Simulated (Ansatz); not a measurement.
How the functional moves the response of KBr (Fm-3m) (LDA, PBEsol)

```xyz
2
Lattice="0.0000 3.1876 3.1876 3.1876 0.0000 3.1876 3.1876 3.1876 0.0000" Properties=species:S:1:pos:R:3 pbc="T T T"
K     0.0000    0.0000    0.0000
Br    3.1876    3.1876    3.1876
```

This cell (32.39 Å³ an atom) was relaxed by PAW under LDA, and each functional gets its own cell relaxed so. Quantity: Kohn-Sham band edges (the gap between refined extrema, the direct gap on the fine mesh). The structure is a database entry and needn't be the stable phase.

Runs: (1) LDA, all-electron LAPW in Ansatz 0.2.0, scalar-relativistic; k mesh 6×6×6, fixed occupations, basis error target 1 meV/atom. (2) PBEsol, all-electron LAPW in Ansatz 0.2.0, scalar-relativistic; k mesh 6×6×6, fixed occupations, basis error target 1 meV/atom.

Under LDA: gap = 4.32 eV, least direct gap = 4.32 eV, electron conductivity mass = 0.343 mₑ, ε∞ without local fields (PAW) = 3.10.

**Question.** Which way does PBEsol move the volume, and by how much?

**Answer.** a = 6.549 Å, 35.11 Å³ an atom: 8.4 % larger.

**Question.** What does PBEsol give for these quantities?

**Answer.** 

| quantity | LDA | PBEsol | change |
| --- | --- | --- | --- |
| gap | 4.32 eV | 4.34 eV | under 1 % |
| least direct gap | 4.32 eV | 4.34 eV | under 1 % |
| electron conductivity mass | 0.343 mₑ | 0.368 mₑ | +7 % |
| ε∞ without local fields (PAW) | 3.10 | 2.90 | -6 % |

Caveats: no spin-orbit coupling on heavy atoms; semilocal gaps are low, and light masses and ε∞ follow the gap.
